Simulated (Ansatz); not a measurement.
**Pt: enthalpy under pressure, worked through**

The calculation used Ansatz, DFT PBEsol, scalar-relativistic, plane waves, PAW. Settings: 420 eV cutoff, 18×18×18 k-mesh, Gaussian smearing of 0.10 eV, no spin polarisation.

Starting point, cell and atoms relaxed:

```yaml
crystal:
  lattice:
    - [0.00000, 1.95903, 1.95903]
    - [1.95903, 0.00000, 1.95903]
    - [1.95903, 1.95903, 0.00000]
  atoms:
    - { symbol: Pt, position: [0.00000, 0.00000, 0.00000] }
```

Cell and atoms were relaxed at each target pressure within the start's symmetry (Fm-3m), at zero temperature; other phases can be more stable under pressure. H = E + PV with P the target; E is the free energy at the smearing used, whose derivative the pressure is, per atom and counted from zero pressure.

Spin–orbit coupling is left out, which can shift energies with elements as heavy as these.

| P (GPa) | V (Å³/atom) | E − E0 (meV) | H − H0 (meV) |
| --- | --- | --- | --- |
| 0 | 15.037 | 0.0 | 0.0 |
| 2 | 14.935 | 0.6 | 187.1 |
| 5 | 14.785 | 3.9 | 465.3 |
| 10 | 14.564 | 14.3 | 923.3 |
| 20 | 14.170 | 50.8 | 1819.6 |
| 40 | 13.536 | 167.7 | 3547.1 |

Q: Thermodynamics gives dH/dP = V along a relaxed path. Integrate V over P by the trapezoid rule and compare with the computed enthalpies.

A: With 1 eV/Å³ = 160.22 GPa, each step adds the mean volume times ΔP / 160.22:
| P (GPa) | ∫V dP (meV) | H − H0 (meV) | difference (meV) |
| --- | --- | --- | --- |
| 2 | 187.1 | 187.1 | 0.0 |
| 5 | 465.3 | 465.3 | 0.0 |
| 10 | 923.3 | 923.3 | 0.0 |
| 20 | 1820.0 | 1819.6 | 0.3 |
| 40 | 3549.2 | 3547.1 | 2.1 |

V(P) curves upward, so the trapezoid rule runs high; integrating a smooth curve through the same points puts that excess at about 2.3 meV at 40 GPa, against the 2.1 meV found.

Q: At 40 GPa, how much of the enthalpy change is stored energy and how much is the PV term?

A: E rises by 168 meV/atom and PV is 40 × 13.536 / 160.22 = 3379 meV/atom, so PV makes 95 % of ΔH. So between rival structures at high pressure a small difference in volume can outweigh the difference in energy: 1 % of this volume is worth 33.8 meV/atom at this pressure.

Q: What bulk modulus do the lowest pressures give?

A: From the pressures that the runs reached, -1.99 GPa (15.143 Å³) and 1.99 GPa (14.935 Å³), B = −ΔP/Δln V = 3.98 / 0.0139 = 287 GPa, a mean over that range.